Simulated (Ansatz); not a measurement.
Crystal: ZnS (Wurtzite-4H).

```xyz
8
Lattice="3.8227 0.0000 0.0000 -1.9114 3.3106 0.0000 0.0000 0.0000 12.5200" Properties=species:S:1:pos:R:3 pbc="T T T"
Zn    1.9114    1.1035    9.3900
Zn    0.0000    2.2070    3.1300
Zn    0.0000    0.0000    6.2600
Zn    0.0000    0.0000    0.0000
S     1.9114    1.1035   11.7375
S     0.0000    2.2070    5.4775
S     0.0000    0.0000    8.6075
S     0.0000    0.0000    2.3475
```

Base run:

- Program: Ansatz 0.2.0
- Functional: PBEsol
- Potentials or basis: Ansatz PAW
- Cutoff: 420 eV (not typed: the program's choice for these potentials)
- k mesh: 8 × 8 × 3
- Occupations: fermi-dirac, width 0.05 eV
- Spin: no spin polarisation

Its results: band gap on the k mesh 1.99 eV, direct; pressure -2.2 GPa; largest force 0.040 eV/Å.

The run is repeated on the same cell with these changes: functional from PBEsol to BLYP. What comes out?

Band gap on the k mesh 2.11 eV, direct; pressure 5.1 GPa; largest force 0.051 eV/Å.

BLYP binds less tightly than PBEsol, so the same cell stands under more pressure.

Caveats: the PAW data sets come from PBE, with cores solved anew for the run's functional, which leaves a small shift of forces and pressure.
